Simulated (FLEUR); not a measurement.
## Fe: single point with PBEsol+U

Crystal: Fe.

```xyz
2
Lattice="2.4342 0.0000 0.0000 -1.2171 2.1080 0.0000 0.0000 0.0000 3.8419" Properties=species:S:1:pos:R:3 pbc="T T T"
Fe    1.2171    0.7027    2.8815
Fe    0.0000    1.4054    0.9605
```

This isn't the form of Fe at room conditions, which is bcc.

* Program: FLEUR MaX-R8.1 (later development tree)
* Task: single point
* Functional: PBEsol
* Potentials or basis: all-electron
* Basis: FLAPW
* Kmax: 4.76 1/bohr
* k mesh: 10 × 10 × 6
* Occupations: fermi-dirac, width 0.05 eV
* Spin: collinear spin, ferromagnetic start
* Starting moments: [3.0, 3.0] μB
* Hubbard terms: Fe d U = 6 eV
* Gmax: 14.7 1/bohr
* Muffin-tin radii: Fe 2.06 bohr
* lmax: Fe 8
* lnonsphr: Fe 8
* Local orbitals a species: Fe 4
* Max iterations: 100
* Mixing factor: 0.05
* Mixer: Anderson
* Mixer history: 50
* Density convergence: 0.0002 me/bohr^3

```yaml
Band_gap_on_the_k_mesh: none (metal or under the smearing width)
Net_moment: 5.98 μB per cell
Site_moments: Fe +3.05 μB
Valence_electrons_inside_the_program's_atomic_spheres: Fe 14.46 (radii Fe 2.06 bohr)
```

Levels at points of the mesh, in eV from the Fermi level:
Spin up:
```csv
k point,band 17,band 18,band 19,band 20,band 21,band 22
"(0.00, 0.00, 0.00)",-5.09,-3.52,-3.52,-0.65,6.90,20.53
"(0.00, 0.00, 0.50)",-3.94,-3.94,-3.94,-3.94,16.12,16.12
"(0.00, 0.50, 0.00)",-3.30,-3.18,0.10,2.62,9.85,10.57
"(0.00, 0.50, 0.50)",-3.23,-3.23,0.68,0.68,7.21,7.21
```
Spin down:
```
           k point  band 9  band 10  band 11  band 12  band 13  band 14  band 15  band 16  band 17  band 18
(0.00, 0.00, 0.00)  -10.07    -5.43    -1.12    -0.34     0.61     0.61     1.26     1.26     2.49     2.49
(0.00, 0.00, 0.50)   -7.49    -7.49    -1.99    -1.99     0.61     0.61     0.61     0.61     3.85     3.85
(0.00, 0.50, 0.00)   -4.20    -3.75    -2.64    -2.44    -0.16     0.87     1.00     3.79     3.88     4.07
(0.00, 0.50, 0.50)   -3.87    -3.87    -2.06    -2.06     0.09     0.09     2.56     2.56     3.81     3.81
```

Eigenvalues of the final occupation matrices:
| site | spin | trace | eigenvalues |
| --- | --- | --- | --- |
| atom type 1 | 1 | 4.46 | 0.88 0.89 0.89 0.89 0.89 |
| atom type 1 | 2 | 1.37 | 0.16 0.16 0.24 0.24 0.58 |

Core levels (eV from the Fermi level):
| atom | levels |
| --- | --- |
| 1 Fe | 1s1/2 -6983.1, 2s1/2 -812.4, 2p1/2 -699.7, 2p3/2 -687.2 |
| 2 Fe | 1s1/2 -6983.1, 2s1/2 -812.4, 2p1/2 -699.7, 2p3/2 -687.2 |

Wall time 85 s on 1 thread of Arm Neoverse V2, on a shared host, peak memory 0.07 GiB.

Caveat: the U is typed as a test and isn't derived for this compound. The state reached can hang on the start; a lower one may exist.
